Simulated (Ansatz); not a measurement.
**Hg: single points about a listed cell**

Aim: see how energy, forces, stress and gap of Hg answer to moves of single atoms, random distortions, further strains and shifts, distortions that keep the symmetry, other functionals. Nothing is relaxed unless a step says so.

Program: Ansatz 0.2.0. Level of theory: DFT PBE, scalar-relativistic, plane waves, PAW. These are calculated values, not measurements.

### Step 1. Starting point

The structure is triclinic, space group P-1 (No. 2). The conventional cell has a = 3.383 Å, b = 3.394 Å, c = 8.820 Å, α = 79.33°, β = 89.94°, γ = 60.14°. Hg (site symmetry -1) is surrounded by 6 Hg at 3.38 to 3.40 Å.

Cell or atoms stand a little off a more symmetric structure (R-3m at a tolerance of 0.3 Å), so results at this geometry aren't those of that ideal crystal.

As a file:

```cif
data_structure
_symmetry_space_group_name_H-M 'P 1'
_symmetry_Int_Tables_number 1
_cell_length_a 3.3835
_cell_length_b 3.3943
_cell_length_c 8.8203
_cell_angle_alpha 79.329
_cell_angle_beta 89.943
_cell_angle_gamma 60.137
_cell_volume 85.83
loop_
_atom_site_label
_atom_site_type_symbol
_atom_site_fract_x
_atom_site_fract_y
_atom_site_fract_z
_atom_site_occupancy
Hg1 Hg 0.50000 0.00000 0.00000 1
```

The structure comes from the Materials Project (structure only).

### Step 2. A distortion that keeps the symmetry

The change: strain xx, yy, zz, yz, xz, xy = +4.2, +5.1, +4.9, -4.0, +0.1, +2.1 %.

input.yaml reads:

```yaml
crystal:
  lattice:
    - [3.5251878277, 0.0716622626, 0.0025037807]
    - [1.8232571055, 3.1285112671, -0.116495226]
    - [0.0552976995, 1.6288094748, 8.9646652666]
  atoms:
    - { symbol: Hg, position: [0.5, 0.0, 0.0] }
basis:
  ecutwfc: 420
kpoints:
  mp_grid: { grid: [10, 10, 4] }
hamiltonian:
  xc: pbe
scf:
  occupations: { method: gaussian, width: 0.02 }
output:
  forces: true
  stress: true
  eigenvalues: true
```

### Step 3. A distortion that keeps the symmetry

input.yaml reads:

```yaml
crystal:
  lattice:
    - [3.4702399927, 0.0139061331, -0.1226852523]
    - [1.7455613538, 3.07349175, 0.0564618767]
    - [-0.2957729756, 2.3014040239, 9.2678276077]
  atoms:
    - { symbol: Hg, position: [0.5, 0.0, 0.0] }
basis:
  ecutwfc: 420
kpoints:
  mp_grid: { grid: [10, 10, 4] }
hamiltonian:
  xc: pbe
scf:
  occupations: { method: gaussian, width: 0.02 }
output:
  forces: true
  stress: true
  eigenvalues: true
  populations: true
```

### Step 4. Another functional, on a distorted cell: PBEsol

input.yaml reads:

```yaml
crystal:
  lattice:
    - [3.4143447813, 0.0210791264, -0.0676697475]
    - [1.7238809718, 2.9312464987, -0.0012752509]
    - [-0.1518070024, 1.9588833221, 8.4518484894]
  atoms:
    - { symbol: Hg, position: [0.5, 0.0, 0.0] }
basis:
  ecutwfc: 420
kpoints:
  mp_grid: { grid: [10, 10, 4] }
hamiltonian:
  xc: pbesol
scf:
  occupations: { method: gaussian, width: 0.02 }
output:
  forces: true
  stress: true
  eigenvalues: true
```

### Step 5. One atom moved

input.yaml reads:

```yaml
crystal:
  lattice:
    - [3.3834873764, 0.0, 0.0]
    - [1.6901280766, 2.9436480188, 0.0]
    - [0.0087720579, 1.878230948, 8.6180220157]
  atoms:
    - { symbol: Hg, position: [0.4678354927, -0.003242406, 0.0112044272] }
basis:
  ecutwfc: 420
kpoints:
  mp_grid: { grid: [10, 10, 4] }
hamiltonian:
  xc: pbe
scf:
  occupations: { method: gaussian, width: 0.02 }
output:
  forces: true
  stress: true
  eigenvalues: true
```

### Step 6. Random moves and strain, cell strained

input.yaml reads:

```yaml
crystal:
  lattice:
    - [3.3052273134, 0.0001353395, 0.0169174369]
    - [1.6511531601, 2.896028526, 0.0027988362]
    - [0.0517343995, 1.8312573553, 8.4621792236]
  atoms:
    - { symbol: Hg, position: [0.5, 0.0, 0.0] }
basis:
  ecutwfc: 420
kpoints:
  mp_grid: { grid: [10, 10, 4] }
hamiltonian:
  xc: pbe
scf:
  occupations: { method: gaussian, width: 0.02 }
output:
  forces: true
  stress: true
  eigenvalues: true
  populations: true
```

### Step 7. Functional and cell changed: r2SCAN

input.yaml reads:

```yaml
crystal:
  lattice:
    - [3.3819648071, 0.0, 0.0]
    - [1.689367519, 2.9423233772, 0.0]
    - [0.0087681105, 1.8773857441, 8.6141439058]
  atoms:
    - { symbol: Hg, position: [0.5, 0.0, 0.0] }
basis:
  ecutwfc: 500
kpoints:
  mp_grid: { grid: [10, 10, 4] }
hamiltonian:
  xc: r2scan
scf:
  occupations: { method: gaussian, width: 0.02 }
output:
  forces: true
  stress: true
  eigenvalues: true
  populations: true
```

### Step 8. A single atom displaced

input.yaml reads:

```yaml
crystal:
  lattice:
    - [3.3834873764, 0.0, 0.0]
    - [1.6901280766, 2.9436480188, 0.0]
    - [0.0087720579, 1.878230948, 8.6180220157]
  atoms:
    - { symbol: Hg, position: [0.5184855643, 0.0035463169, -0.0067718555] }
basis:
  ecutwfc: 420
kpoints:
  mp_grid: { grid: [10, 10, 4] }
hamiltonian:
  xc: pbe
scf:
  occupations: { method: gaussian, width: 0.02 }
output:
  forces: true
  stress: true
  eigenvalues: true
  populations: true
```

### Step 9. A change within the space group

input.yaml reads:

```yaml
crystal:
  lattice:
    - [3.1852826859, 0.2030092426, 0.0504139619]
    - [1.767739255, 3.1780497209, 0.0426093046]
    - [0.2493605757, 2.014634436, 8.726914036]
  atoms:
    - { symbol: Hg, position: [0.5, 0.0, 0.0] }
basis:
  ecutwfc: 420
kpoints:
  mp_grid: { grid: [10, 10, 4] }
hamiltonian:
  xc: pbe
scf:
  occupations: { method: gaussian, width: 0.02 }
output:
  forces: true
  stress: true
  eigenvalues: true
```

### Step 10. A change within the space group

Changes to input.yaml since step 9:

```diff
@@ -2,5 +2,5 @@
   lattice:
-    - [3.1852826859, 0.2030092426, 0.0504139619]
-    - [1.767739255, 3.1780497209, 0.0426093046]
-    - [0.2493605757, 2.014634436, 8.726914036]
+    - [3.4911161098, -0.0343423969, 0.0067331399]
+    - [1.7140130233, 3.1179775224, -0.0176837285]
+    - [0.0071369168, 1.9387019774, 8.934680364]
   atoms:
```

What does the calculation give? Wanted: for each run, case; energy; pressure; largest force.

The runs gave:

```
step                                             case  energy (meV/atom)  pressure (GPa)  largest force (eV/Å)  gap on the mesh (eV)
   2             a distortion that keeps the symmetry               +0.0             0.0                  0.00                  1.85
   3             a distortion that keeps the symmetry               +0.1             0.0                  0.00                  1.76
   4  another functional, on a distorted cell: PBEsol                n/a            -0.4                  0.00                  1.32
   5                                   one atom moved               +8.0             0.3                  0.00                  1.43
   6           random moves and strain, cell strained              +19.1             0.5                  0.00                  1.13
   7              functional and cell changed: r2SCAN                n/a             0.0                  0.00                  1.69
   8                          a single atom displaced               +8.0             0.3                  0.00                  1.43
   9                  a change within the space group              +27.3             0.4                  0.00                  0.36
  10                  a change within the space group               -0.0             0.0                  0.00                  1.84
```

Energies are counted from step 2, with the smearing taken to zero. Other atoms or functionals have another zero of energy (n/a). 

With one atom in the cell, moving it shifts the whole crystal, so no force arises from that. Among the distorted cells of the listed formula and level the gap runs from 0.36 eV to 1.85 eV. These runs have no spin-orbit coupling; with Hg it would split and shift bands.

The gaps are Kohn-Sham values of a semilocal functional, not quasiparticle or optical gaps. Such gaps usually fall short of the measured ones; spin-orbit coupling, left out here, narrows gaps with Hg, so the two errors partly cancel.
